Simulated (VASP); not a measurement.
Si: relaxation of cell and atoms with PBE

The system is Si.

```
Si
1.0
     0.00000    2.71550    2.71550
     2.71550    0.00000    2.71550
     2.71550    2.71550    0.00000
Si
2
Direct
  0.00000 0.00000 0.00000
  0.25000 0.25000 0.25000
```

```json
{"Program": "VASP 6.6.1", "Task": "relaxation of cell and atoms", "Functional": "PBE", "Potentials or basis": "VASP PAW PBE potentials, release 64 (Si)", "Cutoff": "600 eV", "k mesh": "11 × 11 × 11", "Occupations": "fermi-dirac, width 0.05 eV", "Spin": "no spin polarisation", "P gpa": "0", "Further INCAR settings": "ALGO = Normal; EDIFF = 1e-06; IBRION = 2; EDIFFG = -0.005; NSW = 60; ISIF = 3"}
```

```
Relaxed volume                         : 20.44 Å³/atom
Relaxed cell                           : a = 3.867 Å, b = 3.867 Å, c = 3.867 Å, α = 60.00°, β = 60.00°, γ = 60.00°
Space group after relaxing (to 0.05 Å) : Fd-3m (No. 227)
Energy gained by relaxing              : 2.5 meV/atom
Ionic steps                            : 3
Pressure after relaxing                : 0.0 GPa
Band gap on the k mesh                 : 0.64 eV, indirect (least direct gap 2.56 eV)
```

Step by step:
```
step  energy change (eV)  largest force (eV/Å)  pressure (GPa)  volume (Å³)
   1              0.0000                0.0000            1.94        40.05
   2             -0.0027                0.0000           -1.21        41.47
   3             -0.0049                0.0000            0.01        40.89
```

Final structure:
```cif
data_structure
_symmetry_space_group_name_H-M 'P 1'
_symmetry_Int_Tables_number 1
_cell_length_a 3.8669
_cell_length_b 3.8669
_cell_length_c 3.8669
_cell_angle_alpha 60.000
_cell_angle_beta 60.000
_cell_angle_gamma 60.000
_cell_volume 40.89
loop_
_atom_site_label
_atom_site_type_symbol
_atom_site_fract_x
_atom_site_fract_y
_atom_site_fract_z
_atom_site_occupancy
Si1 Si 0.00000 0.00000 0.00000 1
Si2 Si 0.25000 0.25000 0.25000 1
```

Levels at points of the mesh, in eV from the valence-band top:
```csv
k point,band 1,band 2,band 3,band 4,band 5,band 6,band 7,band 8
"(0.00, 0.00, 0.00)",-11.82,0.00,0.00,0.00,2.56,2.56,2.56,3.13
```

Wall time 25 s on 1 thread of Intel(R) Xeon(R) Platinum 8259CL CPU @ 2.50GHz (Skylake/Cascade Lake), on a shared host, peak memory 0.17 GiB.

Caveat: an odd mesh through Γ misses points on the zone boundary, where band edges often lie. Expect the measured gap to be larger: semilocal functionals such as PBE lack the derivative discontinuity.
